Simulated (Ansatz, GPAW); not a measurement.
Given: the input of a run of GPAW 26.7.0 (ASE script) on Si2W. 

Contents of run.py:

```python
from ase.dft.bandgap import bandgap
from ase.io import read, write
from ase.units import GPa
from gpaw import GPAW, PW

atoms = read('POSCAR')

calc = GPAW(mode=PW(600),
            xc='PBE',
            kpts={'size': (12, 12, 12), 'gamma': True},
            occupations={'name': 'methfessel-paxton', 'order': 0, 'width': 0.017},
            nbands=23,
            convergence={'density': 1e-05, 'energy': 1e-05},
            maxiter=150,
            txt='gpaw.txt')
atoms.calc = calc
energy = atoms.get_potential_energy()
forces = atoms.get_forces()
stress = atoms.get_stress()
calc.write('gs.gpw')
write('result.traj', atoms)
print(f'Energy: {energy:.6f} eV')
print('Forces (eV/A):')
print(forces.round(4))
print('Stress (GPa):', (stress / GPa).round(3))
print('Fermi level:', round(calc.get_fermi_level(), 4), 'eV')
print(f'Gap: {bandgap(calc)[0]:.4f} eV, direct: {bandgap(calc, direct=True)[0]:.4f} eV')
```

The input POSCAR:

```
Si2W
1.0
   -1.6069000000      1.6069000000      3.9149500000
    1.6069000000     -1.6069000000      3.9149500000
    1.6069000000      1.6069000000     -3.9149500000
W Si
1 2
Direct
    0.0000000000      0.0000000000      0.0000000000
    0.6653000000      0.6653000000      0.0000000000
    0.3347000000      0.3347000000      0.0000000000
```

Potentials or basis: GPAW PAW data sets (gpaw-data 1.2.1), pw.

Command:

```sh
$ OMP_NUM_THREADS=1 python run.py
```

Problem. Translate it to Ansatz 0.2.0. Potentials or basis there: Ansatz PAW, cutoff 420 eV.

Solution. As run (cutoffs and basis follow the program's own potentials, and thresholds, step limits or extra output files can differ):

File input.yaml:

```yaml
crystal:
  lattice:
    - [-1.6069, 1.6069, 3.91495]
    - [1.6069, -1.6069, 3.91495]
    - [1.6069, 1.6069, -3.91495]
  atoms:
    - { symbol: W, position: [0.0, 0.0, 0.0] }
    - { symbol: Si, position: [0.6653, 0.6653, 0.0] }
    - { symbol: Si, position: [0.3347, 0.3347, 0.0] }
hamiltonian:
  xc: pbe
  pseudopotentials: { kind: paw }
kpoints:
  mp_grid: { grid: [12, 12, 12] }
scf:
  occupations: { method: gaussian, width: 0.017 }
output:
  forces: true
  stress: true
  eigenvalues: true
  write_density: true
  write_potential: true
  elf: true
  volumetric_format: npy
```

Potentials or basis: Ansatz PAW.

Run with:

```bash
$ ansatz run input.yaml --threads 2 --pin off --max-ram 5632MiB --backend cpu --events-out ev --progress --plain --runs-dir out
```

Both were run:

|  | GPAW | Ansatz |
| --- | --- | --- |
| Pressure | 4.0 GPa | 3.3 GPa |
| Largest force | 0.093 eV/Å | 0.082 eV/Å |

Ansatz's pressure holds a Pulay term of +0.05 GPa for its cutoff of 420 eV, which the other run lacks.

Where Ansatz's input types no cutoff or centring, it takes its own default and a Γ-centred mesh.

Pressure is positive in compression.
